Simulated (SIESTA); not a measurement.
# HfO2 in SIESTA: the effect of dispersion

The system is HfO2.

```xyz
12
Lattice="5.5564 0.0000 0.0000 0.0000 3.3336 0.0000 0.0000 0.0000 6.5050" Properties=species:S:1:pos:R:3 pbc="T T T"
Hf    4.1600    2.5002    3.9542
Hf    1.3964    0.8334    2.5508
Hf    1.3818    2.5002    5.8033
Hf    4.1746    0.8334    0.7017
O     3.5533    0.8334    2.7542
O     2.0031    2.5002    3.7508
O     0.7751    0.8334    0.4983
O     4.7813    2.5002    6.0067
O     2.8937    0.8334    5.4736
O     2.6627    2.5002    1.0313
O     0.1155    0.8334    4.2838
O     5.4409    2.5002    2.2212
```

Measurements of this composition are mostly on another form, of space group No. 14.

Alike in all runs:

| Property | Result |
| --- | --- |
| Program | SIESTA 5.4.2 |
| Task | single point |
| Functional | PBE |
| Potentials or basis | PseudoDojo 0.4 standard (PBE files) |
| Basis | DZP (energy shift 0.003 Ry; two zetas on semicore shells) |
| Grid cutoff | 800 Ry |
| Energy shift | 0.003 Ry |
| k mesh | 5 × 8 × 4 |
| Occupations | fermi-dirac, width 0.05 eV |
| Spin | no spin polarisation |

```tsv
dispersion	largest force (eV/Å)
none	0.24
D3	0.23
D3(BJ)	0.24
D4	?
```

Q: What does the run with dispersion D4 give?

A: Largest force 0.21 eV/Å.
